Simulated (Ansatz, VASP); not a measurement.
## One calculation of BN, 3 ways

The starting cell:

```
N B
1.0
     0.00000    1.81300    1.81300
     1.81300    0.00000    1.81300
     1.81300    1.81300    0.00000
N B
1 1
Direct
  0.25000 0.25000 0.25000
  0.00000 0.00000 0.00000
```

The cell is a database's computed one, not the measured one.

Alike in all runs: task relaxation of cell and atoms; functional BLYP; dispersion D4; k mesh 13 × 13 × 13; occupations fermi-dirac, width 0.05 eV; no spin polarisation; no spin-orbit coupling.

```
                        program and potentials  plane-wave cutoff (eV)                                                 notes  equilibrium volume (Å³/atom)
                            Ansatz, Ansatz PAW                     420  potentials made for PBE, which Ansatz adapts in part                          5.88
              VASP, PBE PAW files B, N, 600 eV                     600                               potentials made for PBE                          5.88
Ansatz, all-electron LAPW, scalar-relativistic                       -                                                     -                          5.88
```

All agree on the equilibrium volume. Some sets were made for another functional than the one run, which can shift their rows. Relaxations stop with a little pressure left, so the last digit of a volume isn't settled.

Differences between rows come from potentials, basis sets and numerical settings, since the functional is the same but for its coding. Runs on potential files found faulty are left out.
